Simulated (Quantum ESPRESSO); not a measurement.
# KBr (Fm-3m): a worked LO-TO splitting

How high does the longitudinal optical mode of KBr (Fm-3m) lie, given the transverse one, the Born charge and ε∞?

Main program and level: Quantum ESPRESSO 7.5; DFT LDA, scalar-relativistic, plane waves, PseudoDojo norm-conserving pseudopotentials.

## 1. The relaxed structure

The structure is cubic, space group Fm-3m (No. 225). The conventional cell has a = 6.370 Å, b = 6.370 Å, c = 6.370 Å, α = 90.00°, β = 90.00°, γ = 90.00°. Nearest to K lie 6 Br at 3.18 Å. Br has 6 K at 3.18 Å nearest. Farther neighbours and most contacts between anions are not listed.

Coordinates:

```
CELL_PARAMETERS angstrom
0.00000 3.18493 3.18493
3.18493 0.00000 3.18493
3.18493 3.18493 0.00000
ATOMIC_POSITIONS crystal
K 0.00000 0.00000 0.00000
Br 0.50000 0.50000 0.50000
```

This is the cell after its relaxation at this level of theory, not the database cell from which that began.

## 2. What the response run gave

A linear-response run on the relaxed cell, with the response to an electric field; only its zone-centre results are used. Cutoff 72 Ry, k mesh 6×6×6.

What it wrote:

```text
[banners, grids, parts of the stress and lines that vanish by symmetry left out]
Program PHONON v.7.5
     Reading xml data from directory:

[...]
Exchange-correlation= PW
                           (   1   4   0   0   0   0   0)
[...]
kinetic-energy cut-off    =      72.0000  Ry
     charge density cut-off    =     288.0000  Ry
     convergence threshold     =      1.0E-18
[...]
Exchange-correlation= PW
                           (   1   4   0   0   0   0   0)
[...]
q = (   0.0000000   0.0000000   0.0000000 )
     49 Sym.Ops. (with q -> -q+G )
     G cutoff =  528.5192  (  35845 G-vectors)     FFT grid: ( 45, 45, 45)
     number of k points=    16
[...]
Mode symmetry, O_h (m-3m)  point group:
[...]
Dielectric constant
[...]
End of electric fields calculation
          Dielectric constant in cartesian axis
          (       2.766023354       0.000000000      -0.000000000 )
          (       0.000000000       2.766023354       0.000000000 )
          (      -0.000000000      -0.000000000       2.766023354 )
          Effective charges (d Force / dE) in cartesian axis without acoustic sum rule applied (asr)
           atom    1  K     Mean Z*:        1.10168
      Ex  (        1.10168       -0.00000       -0.00000 )
      Ey  (       -0.00000        1.10168       -0.00000 )
      Ez  (       -0.00000       -0.00000        1.10168 )
           atom    2  Br    Mean Z*:       -1.10422
      Ex  (       -1.10422       -0.00000        0.00000 )
      Ey  (        0.00000       -1.10422       -0.00000 )
      Ez  (        0.00000       -0.00000       -1.10422 )
          Effective charges Sum: Mean:       -0.00254
[...]
Effective charges (d Force / dE) in cartesian axis with asr applied:
           atom    1  K     Mean Z*:        1.10295
[...]
atom    2  Br    Mean Z*:       -1.10295
[...]
Representation #   1 modes #   1   2   3
[...]
End of self-consistent calculation
     Convergence has been achieved
     Representation #   2 modes #   4   5   6
[...]
End of self-consistent calculation
     Convergence has been achieved
[...]
Dielectric constant in cartesian axis
          (       2.766023354       0.000000000      -0.000000000 )
          (       0.000000000       2.766023354       0.000000000 )
          (      -0.000000000      -0.000000000       2.766023354 )
          Effective charges (d Force / dE) in cartesian axis without acoustic sum rule applied (asr)
           atom    1  K     Mean Z*:        1.10168
      Ex  (        1.10168       -0.00000       -0.00000 )
      Ey  (       -0.00000        1.10168       -0.00000 )
      Ez  (       -0.00000       -0.00000        1.10168 )
           atom    2  Br    Mean Z*:       -1.10422
      Ex  (       -1.10422       -0.00000        0.00000 )
      Ey  (        0.00000       -1.10422       -0.00000 )
      Ez  (        0.00000       -0.00000       -1.10422 )
          Effective charges Sum: Mean:       -0.00254
[...]
Effective charges (d Force / dE) in cartesian axis with asr applied:
           atom    1  K     Mean Z*:        1.10295
[...]
atom    2  Br    Mean Z*:       -1.10295
[...]
q = (    0.000000000   0.000000000   0.000000000 )
[...]
freq (    1) =      -0.010080 [THz] =      -0.336238 [cm-1]
     freq (    2) =      -0.010080 [THz] =      -0.336238 [cm-1]
     freq (    3) =      -0.010080 [THz] =      -0.336238 [cm-1]
     freq (    4) =       3.899210 [THz] =     130.063650 [cm-1]
     freq (    5) =       3.899210 [THz] =     130.063650 [cm-1]
     freq (    6) =       3.899210 [THz] =     130.063650 [cm-1]
[...]
Mode symmetry, O_h (m-3m)  point group:
     freq (   1-   3) =         -0.3  [cm-1]   --> T_1u G_15  G_4- I
     freq (   4-   6) =        130.1  [cm-1]   --> T_1u G_15  G_4- I

   JOB DONE.
```

```csv
quantity,value
cell volume Ω (Å³),64.615
mass of K (u),39.098
mass of Br (u),79.904
"Born charge of K, raw (e)",1.102
"Born charge of Br, raw (e)",-1.104
ε∞,2.766
ω(TO) after the sum rule (cm⁻¹),130.1
```

## 3. The calculation

The charges must sum to zero over the cell; taking off their mean, -0.001 e, leaves Z* = 1.103 e on K. In the polar mode K moves against Br, so the reduced mass is μ = 39.10 × 79.90 / 119.00 = 26.253 u.

A longitudinal wave builds up a field that adds to the restoring force: ω(LO)² = ω(TO)² + 4π Z*² / (μ Ω ε∞), in Hartree atomic units. With μ = 47855 electron masses and Ω = 436.04 bohr³ the second term is 2.6486e-07 Ha², or 12758 cm⁻² (1 Ha = 219474.6 cm⁻¹).

So ω(LO) = √(16916 + 12758) = 172.3 cm⁻¹, and by the Lyddane-Sachs-Teller relation ε₀ = ε∞ (ω(LO)/ω(TO))² = 4.85.

## 4. Check against the program

The analysis program adds the same non-analytic term to the full matrix, here for q along (1 0 0).

What it wrote:

```text
[banner, memory and clock lines left out]
Program DYNMAT v.7.5

     Reading Dynamical Matrix from file g.dyn
     ...Force constants read
     ...epsilon and Z* read

     Polarizability (A^3 units)
     multiply by 0.629456 for Clausius-Mossotti correction
         9.080650    0.000000   -0.000000
         0.000000    9.080650   -0.000000
        -0.000000    0.000000    9.080650

     IR activities are in (D/A)^2/amu units

# mode   [cm-1]    [THz]      IR
    1     -0.00   -0.0000    0.0000
    2     -0.00   -0.0000    0.0000
    3      0.00    0.0000    0.0000
    4    130.06    3.8992    1.0691
    5    130.06    3.8992    1.0691
    6    172.26    5.1643    1.0691
```

ε₀ comes from the program's run without a direction of q.

```csv
quantity,by hand,program
ω(LO) (cm⁻¹),172.3,172.3
ε₀,4.85,4.85
```

## 5. Results

```
TO mode                    : 130.1 cm⁻¹
LO mode                    : 172.3 cm⁻¹
static dielectric constant : 4.852
```

What this shows: The LO mode of KBr (Fm-3m) lies at 172 cm⁻¹, 42 cm⁻¹ above the TO mode; the formula meets the program within 0.1 cm⁻¹, as it must for a cubic crystal with one polar mode. ω(LO)² − ω(TO)² goes with Z*²/ε∞: an error of 5 % in ε∞ would move the LO mode by 1.8 cm⁻¹, and semilocal functionals tend to overestimate ε∞. These are harmonic values at zero temperature, at the volume of this functional, for the structure held cubic; stability elsewhere in the zone is no part of this calculation.

[Host names and launcher messages were left out of these logs when they were recorded.]

[Logs are printed without paths, hosts, clocks, repeated set-up lines and the standing remarks that a program may print on its own settings, such as how far it seeks lower states.]

[Hosts, paths, dates, database ids (printed as entryN), source tags and the programs' standing remarks are cut or masked in the printed files.]
